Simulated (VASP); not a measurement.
# Pd (P6_3/mmc) in VASP: notebook

Runs on Pd. Level: r2SCAN. Tasks: equation of state.

Program: VASP 6.6.1. These are calculated values, not measurements. Logs are shortened: lines on timing, memory, paths and dates and some standing lists are left out, and cuts for length are marked.

## Step 1: Starting point

The structure is hexagonal, space group P6_3/mmc (No. 194). Conventional cell: a = 2.742 Å, b = 2.742 Å, c = 4.625 Å, α = 90.00°, β = 90.00°, γ = 120.00°. Pd (site symmetry -6m2) has 12 Pd at 2.74 to 2.80 Å as nearest neighbours.

This isn't the form of Pd at room conditions, which is fcc.

## Step 2: Equation of state, r2SCAN, 14.46 Å³/atom (a relaxed cell with its volume scaled by 0.96)

INCAR

```
SYSTEM = Pd
  PREC = Accurate
  ENCUT = 520
  EDIFF = 1E-7
  ISMEAR = -1
  SIGMA = 0.05
  LREAL = .False.
  LASPH = .True.
  NELM = 100
  ALGO = Normal
  ISIF = 2
  LWAVE = .False.
  LCHARG = .False.
  METAGGA = R2SCAN
  LMIXTAU = .True.
```

KPOINTS

```
Automatic mesh
0
Gamma
  10 10 6
  0 0 0
```

POSCAR

```
Pd                                      
1.0
    2.7050653372      0.0000000000      0.0000000000
   -1.3525326686      2.3426553009     -0.0000000000
   -0.0000000000     -0.0000000000      4.5622682798
  Pd            
     2
Direct
     0.3333333332999970    0.6666666667000030    0.2500000000000000
     0.6666666667000030    0.3333333332999970    0.7500000000000000
```

Potentials or basis: VASP PAW PBE potentials, release 64 (Pd).

Run with:

```
cat potpaw_PBE.64/Pd/POTCAR > POTCAR
mpirun -np 1 vasp_std > vasp.out
```

OUTCAR:

```text
SYSTEM = Pd
   PREC = Accurate
   ENCUT = 520
   EDIFF = 1E-7
   ISMEAR = -1
   LREAL = .False.
   LASPH = .True.
   NELM = 100
   ISIF = 2
   METAGGA = R2SCAN

 ion  position               nearest neighbor table
   1  0.333  0.667  0.250-   2 2.76   2 2.76   2 2.76   2 2.76   2 2.76   2 2.76
   2  0.667  0.333  0.750-   1 2.76   1 2.76   1 2.76   1 2.76   1 2.76   1 2.76

  LATTYP: Found a hexagonal cell.
 ALAT       =     2.7050653372
 C/A-ratio  =     1.6865649110

  Lattice vectors:

 A1 = (   2.7050653372,   0.0000000000,   0.0000000000)
 A2 = (  -1.3525326686,   2.3426553009,   0.0000000000)
 A3 = (   0.0000000000,   0.0000000000,   4.5622682798)

Analysis of symmetry for initial positions (statically):
=====================================================================
 Subroutine PRICEL returns:
 Original cell was already a primitive cell.

 Routine SETGRP: Setting up the symmetry group for a
 hexagonal supercell.

 Subroutine GETGRP returns: Found 24 space group operations
 (whereof 12 operations were pure point group operations)
 out of a pool of 24 trial point group operations.

The static configuration has the point symmetry D_3d.
 The point group associated with its full space group is D_6h.

Analysis of symmetry for dynamics (positions and initial velocities):
=====================================================================
 Subroutine PRICEL returns:
 Original cell was already a primitive cell.

 Routine SETGRP: Setting up the symmetry group for a
 hexagonal supercell.

 Subroutine GETGRP returns: Found 24 space group operations
 (whereof 12 operations were pure point group operations)
 out of a pool of 24 trial point group operations.

The dynamic configuration has the point symmetry D_3d.
 The point group associated with its full space group is D_6h.

 Subroutine INISYM returns: Found 24 space group operations
 (whereof 12 operations are pure point group operations),
 and found     1 'primitive' translations

----------------------------------------------------------------------------------------

                                     Primitive cell

  volume of cell :      28.9113

  direct lattice vectors                    reciprocal lattice vectors
     2.705065337  0.000000000  0.000000000     0.369676838  0.213433022  0.000000000
    -1.352532669  2.342655301  0.000000000     0.000000000  0.426866044  0.000000000
     0.000000000  0.000000000  4.562268280     0.000000000  0.000000000  0.219189214

  length of vectors
     2.705065337  2.705065337  4.562268280     0.426866044  0.426866044  0.219189214

  position of ions in fractional coordinates (direct lattice)
     0.333333333  0.666666667  0.250000000
     0.666666667  0.333333333  0.750000000

  ion indices of the primitive-cell ions
   primitive index   ion index
                 1           1
                 2           2

----------------------------------------------------------------------------------------

 KPOINTS: Automatic mesh

Automatic generation of k-mesh.
 Grid dimensions read from file:
 generate k-points for:   10   10    6

 Generating k-lattice:

  Cartesian coordinates                     Fractional coordinates (reciprocal lattice)
     0.036967684  0.021343302  0.000000000     0.100000000  0.000000000  0.000000000
     0.000000000  0.042686604  0.000000000     0.000000000  0.100000000  0.000000000
     0.000000000  0.000000000  0.036531536     0.000000000  0.000000000  0.166666667

  Length of vectors
     0.042686604  0.042686604  0.036531536

  Shift w.r.t. Gamma in fractional coordinates (k-lattice)
     0.000000000  0.000000000  0.000000000

 Subroutine IBZKPT returns following result:
 ===========================================

 Found     56 irreducible k-points:

 Following reciprocal coordinates:
            Coordinates               Weight
  0.000000  0.000000  0.000000      1.000000
  0.100000  0.000000  0.000000      6.000000
  0.200000  0.000000  0.000000      6.000000
  0.300000  0.000000  0.000000      6.000000
  0.400000 -0.000000  0.000000      6.000000
  0.500000 -0.000000  0.000000      3.000000
[... 16 lines left out ...]
  0.300000  0.100000  0.166667     24.000000
  0.400000  0.100000  0.166667     24.000000
 [... further k-points ...]
   k-points           NKPTS =     56   k-points in BZ     NKDIM =     56   number of bands    NBANDS=     14
   number of dos      NEDOS =    301   number of ions     NIONS =      2
   total plane-waves  NPLWV =  14400
   dimension x,y,z NGX =    20 NGY =   20 NGZ =   36
   dimension x,y,z NGXF=    40 NGYF=   40 NGZF=   72
   ions per type =               2
   NGX,Y,Z   is equivalent  to a cutoff of  12.29, 12.29, 13.12 a.u.
   NGXF,Y,Z  is equivalent  to a cutoff of  24.58, 24.58, 26.24 a.u.
 SYSTEM =  Pd
   PREC   = accura    normal or accurate (medium, high low for compatibility)
   ISTART =      0    job   : 0-new  1-cont  2-samecut
   ICHARG =      2    charge: 1-file 2-atom 10-const
   ISPIN  =      1    spin polarized calculation?
   LNONCOLLINEAR =      F non collinear calculations
   LSORBIT =      F    spin-orbit coupling
   LASPH  =      T    aspherical Exc in radial PAW
   ENCUT  =  520.0 eV  38.22 Ry    6.18 a.u.   5.03  5.03  8.48*2*pi/ulx,y,z
   NELM   =    100;   NELMIN=  2; NELMDL= -5     # of ELM steps
   EDIFF  = 0.1E-06   stopping-criterion for ELM
   LREAL  =      F    real-space projection
   EDIFFG = 0.1E-05   stopping-criterion for IOM
   NSW    =      0    number of steps for IOM
   IBRION =     -1    ionic relax: 0-MD 1-quasi-New 2-CG
   NFREE  =      0    steps in history (QN), initial steepest desc. (CG)
   ISIF   =      2    stress and relaxation
   ISYM   =      2    0-nonsym 1-usesym 2-fastsym
   POTIM  = 0.5000    time-step for ionic-motion
   TEBEG  =    0.0;   TEEND  =   0.0 temperature during run
   PSTRESS=    0.0 pullay stress
   NELECT =      20.0000    total number of electrons
   NUPDOWN=      -1.0000    fix difference up-down
   EMIN   =  10.00;   EMAX   =-10.00  energy-range for DOS
   EFERMI =   0.00;   METHOD = LEGACY
   ISMEAR =    -1;   SIGMA  =   0.05  broadening in eV -4-tet -1-fermi 0-gaus
   EFERMI_NEDOS =   21; number of points for ismear=-14 and -15
   IALGO  =     38    algorithm
   IMIX   =      4    mixing-type and parameters
     AMIX     =   0.40;   BMIX     =  1.00
     AMIX_MAG =   1.60;   BMIX_MAG =  1.00
  volume/ion in A,a.u.               =      14.46        97.55
  Fermi-wavevector in a.u.,A,eV,Ry     =   1.447869  2.736075 28.522216  2.096324
  Thomas-Fermi vector in A             =   2.565774
   LORBIT       =      0    0 simple, 1 ext, 2 COOP (PROOUT), +10 PAW based schemes
   METAGGA = R2SCAN    functional components
   LHFCALC =     F    Hartree Fock is set to
   AEXX    =    0.0000 exact exchange contribution
   IVDW    =     0    specifies the selected vdW correction
   LEPSILON=     F    determine dielectric tensor
   LRPA    =     F    only Hartree local field effects (RPA)
 non-spin polarized calculation
  energy-cutoff  :      520.00
  volume of cell :       28.91
 maximum number of plane-waves:       794
 NGX is ok and might be reduce to    20
   NGX =  9   NGY =  9   NGZ = 17

 number of electron      19.9999994 magnetization

 Free energy of the ion-electron system (eV)
  ---------------------------------------------------
  ext. energy  EPLUGINS =         0.00000000
  ---------------------------------------------------
  free energy    TOTEN  =       -45.82282420 eV

  energy without entropy =      -45.78699384  energy(sigma->0) =      -45.80490902

 E-fermi :   9.9649     XC(G=0): -14.2721

 val. band max:        9.9586267987   @ k =   0.3000   0.2000   0.0000
 cond. band min:       9.9805706812   @ k =   0.4000  -0.0000   0.1667
 fundamental gap:      0.0219438825
 Fermi energy:         9.9648583390

 k-point     1 :       0.0000    0.0000    0.0000
  band No.  band energies     occupation
      1       2.6038      2.00000
      2       4.3516      2.00000
      3       6.7569      2.00000
      4       7.0321      2.00000
      5       7.0321      2.00000
      6       7.3913      2.00000
      7       7.3913      2.00000
      8       8.2237      2.00000
      9       8.2237      2.00000
     10       9.6902      1.99180
     11       9.6902      1.99180
     12      10.9154      0.00000
     13      17.3363      0.00000
     14      28.1071      0.00000

 k-point     2 :       0.1000    0.0000    0.0000
  band No.  band energies     occupation
      1       2.9499      2.00000
      2       4.5988      2.00000
      3       6.5991      2.00000
      4       7.1407      2.00000
      5       7.2705      2.00000
      6       7.3022      2.00000
      7       7.6132      2.00000
      8       7.9041      2.00000
      9       8.0808      2.00000
     10       8.6482      2.00000
     11       9.7464      1.97498
     12      12.4287      0.00000
     13      17.3437      0.00000
     14      28.1417      0.00000

 k-point     3 :       0.2000    0.0000    0.0000
  band No.  band energies     occupation
      1       3.8530      2.00000
      2       5.0583      2.00000
      3       6.3800      2.00000
      4       6.8128      2.00000
      5       6.9690      2.00000
      6       7.7586      2.00000
      7       7.7762      2.00000
      8       7.9356      2.00000
      9       8.0267      2.00000
     10       8.2277      2.00000
     11       9.8446      1.83454
     12      14.6446      0.00000
     13      17.4190      0.00000
     14      25.7547      0.00000
[... 324 lines left out ...]
 k-point    23 :       0.3000    0.1000    0.1667
  band No.  band energies     occupation
      1       4.8380      2.00000
      2       5.0801      2.00000
      3       5.7814      2.00000
      4       6.3039      2.00000
      5       7.1404      2.00000
      6       7.5654      2.00000
      7       7.9941      2.00000
      8       8.8393      2.00000
      9       9.5381      1.99961
     10       9.6614      1.99539
     11      10.6400      0.00000
     12      15.7684      0.00000
     13      20.5892      0.00000
     14      20.9798      0.00000

 k-point    24 :       0.4000    0.1000    0.1667
  band No.  band energies     occupation
      1       4.6494      2.00000
      2       4.7602      2.00000
      3       5.6324      2.00000
      4       6.3758      2.00000
      5       7.0340      2.00000
      6       7.8672      2.00000
      7       8.5286      2.00000
      8       9.5290      1.99967
      9       9.7493      1.97354
     10      10.0556      0.28027
     11      12.5823      0.00000
     12      15.7430      0.00000
     13      19.2931      0.00000
     14      21.0738      0.00000

 [... further k-points ...]
[... 5 lines left out ...]
  --------------------------------------------------------------------------------------
  -------------------------------------------------------------------------------------
  Total        1.5190519      1.5190519      1.4827510      0.0000000      0.0000000      0.0000000
  in kB       84.1814152     84.1814152     82.1697251      0.0000000      0.0000000      0.0000000
  external PRESSURE =      83.5108518 kB  Pullay stress =       0.0000000 kB

 VOLUME and BASIS-vectors are now :
 -----------------------------------------------------------------------------
  energy-cutoff  :      520.00
  volume of cell :       28.91
      direct lattice vectors                 reciprocal lattice vectors
     2.705065337  0.000000000  0.000000000     0.369676838  0.213433022  0.000000000
    -1.352532669  2.342655301  0.000000000     0.000000000  0.426866044  0.000000000
     0.000000000  0.000000000  4.562268280     0.000000000  0.000000000  0.219189214

 POSITION                                       TOTAL-FORCE (eV/Angst)
 -----------------------------------------------------------------------------------
     -0.00000      1.56177      1.14057         0.000000      0.000000      0.000000
      1.35253      0.78089      3.42170        -0.000000     -0.000000      0.000000
 -----------------------------------------------------------------------------------
    total drift:                               -0.000000      0.000000     -0.000000

  FREE ENERGIE OF THE ION-ELECTRON SYSTEM (eV)
  ---------------------------------------------------
  free  energy   TOTEN  =       -45.8228242034 eV

  energy  without entropy=      -45.7869938423  energy(sigma->0) =      -45.80490902
```

Wall time 60 s (1 thread of Intel Xeon 6975P-C (Granite Rapids), shared host); peak memory 0.15 GiB.

Results:

* Free energy: -45.8228 eV
* Pressure: 8.4 GPa
* Band gap on the k mesh: none (metal or under the smearing width)

Caveat: the PAW data sets were made with another functional, which shifts forces and pressure a little.

## Step 3: Equation of state, r2SCAN, 14.76 Å³/atom (a relaxed cell with its volume scaled by 0.98)

INCAR is that of step 2.

KPOINTS is that of step 2.

POSCAR

```
Pd                                      
1.0
    2.7237215497      0.0000000000      0.0000000000
   -1.3618607749      2.3588120549     -0.0000000000
   -0.0000000000     -0.0000000000      4.5937331933
  Pd            
     2
Direct
     0.3333333332999970    0.6666666667000030    0.2500000000000000
     0.6666666667000030    0.3333333332999970    0.7500000000000000
```

Potentials or basis: VASP PAW PBE potentials, release 64 (Pd).

Run with:

```
cat potpaw_PBE.64/Pd/POTCAR > POTCAR
mpirun -np 1 vasp_std > vasp.out
```

Run time: 53 s. Hardware: 1 thread of Intel Xeon 6975P-C (Granite Rapids), shared host; peak memory 0.15 GiB.

Results (log left out):

```
Free energy            : -45.8459 eV
Pressure               : 3.9 GPa
Band gap on the k mesh : none (metal or under the smearing width)
```

Caveat: the PAW data sets were made with another functional, which shifts forces and pressure a little.

## Step 4: Equation of state, r2SCAN, 15.06 Å³/atom

INCAR is that of step 3.

KPOINTS is that of step 3.

POSCAR

```
Pd                                      
1.0
    2.7421256320      0.0000000000      0.0000000000
   -1.3710628160      2.3747504577     -0.0000000000
   -0.0000000000     -0.0000000000      4.6247728727
  Pd            
     2
Direct
     0.3333333332999970    0.6666666667000030    0.2500000000000000
     0.6666666667000030    0.3333333332999970    0.7500000000000000
```

Run with:

```
cat potpaw_PBE.64/Pd/POTCAR > POTCAR
mpirun -np 1 vasp_std > vasp.out
```

Wall time 51 s (1 thread of Intel Xeon 6975P-C (Granite Rapids), shared host); peak memory 0.15 GiB.

Results (log left out):

```
Free energy            : -45.8534 eV
Pressure               : 0.0 GPa
Band gap on the k mesh : none (metal or under the smearing width)
```

Caveat: the PAW data sets were made with another functional, which shifts forces and pressure a little.

## Step 5: Equation of state, r2SCAN, 15.36 Å³/atom (a relaxed cell with its volume scaled by 1.02)

INCAR is that of step 4.

KPOINTS is that of step 4.

POSCAR

```
Pd                                      
1.0
    2.7602859336      0.0000000000      0.0000000000
   -1.3801429668      2.3904777402     -0.0000000000
   -0.0000000000     -0.0000000000      4.6554014002
  Pd            
     2
Direct
     0.3333333332999970    0.6666666667000030    0.2500000000000000
     0.6666666667000030    0.3333333332999970    0.7500000000000000
```

Run with:

```
cat potpaw_PBE.64/Pd/POTCAR > POTCAR
mpirun -np 1 vasp_std > vasp.out
```

Run time: 51 s. Hardware: 1 thread of Intel Xeon 6975P-C (Granite Rapids), shared host; peak memory 0.17 GiB.

Results (log left out):

| Property | Result |
| --- | --- |
| Free energy | -45.8471 eV |
| Pressure | -3.4 GPa |
| Band gap on the k mesh | none (metal or under the smearing width) |

Caveat: the PAW data sets were made with another functional, which shifts forces and pressure a little.

## Step 6: Equation of state, r2SCAN, 15.66 Å³/atom (a relaxed cell with its volume scaled by 1.04)

INCAR is that of step 5.

KPOINTS is that of step 5.

POSCAR

```
Pd                                      
1.0
    2.7782103705      0.0000000000      0.0000000000
   -1.3891051853      2.4060007579     -0.0000000000
   -0.0000000000     -0.0000000000      4.6856321265
  Pd            
     2
Direct
     0.3333333332999970    0.6666666667000030    0.2500000000000000
     0.6666666667000030    0.3333333332999970    0.7500000000000000
```

Potentials or basis: VASP PAW PBE potentials, release 64 (Pd).

Run with:

```
cat potpaw_PBE.64/Pd/POTCAR > POTCAR
mpirun -np 1 vasp_std > vasp.out
```

Run time: 60 s. Hardware: 1 thread of Intel Xeon 6975P-C (Granite Rapids), shared host; peak memory 0.17 GiB.

It converged, with:

```yaml
Free_energy: -45.8288 eV
Pressure: -6.4 GPa
Band_gap_on_the_k_mesh: none (metal or under the smearing width)
```

Caveat: the PAW data sets were made with another functional, which shifts forces and pressure a little.

## Step 7: Equation of state, r2SCAN

This step only gathers the single runs of the series.

Results:

| Item | Value |
| --- | --- |
| Equilibrium volume | 15.06 Å³/atom |
| Bulk modulus at fixed shape and positions | 182 GPa |
| Pressure derivative of the bulk modulus | 5.6 (rough: it moves with the points fitted) |

Energy against volume, from the lowest point:
```csv
volume (Å³/atom),energy (meV/atom)
14.456,15.29
14.757,3.73
15.058,0.00
15.359,3.15
15.660,12.32
```

Caveat: the cell was scaled at fixed shape and fractional positions, which overstates the stiffness of a crystal with free parameters, most of all of layers and chains; the PAW data sets were made with another functional, which shifts forces and pressure a little.
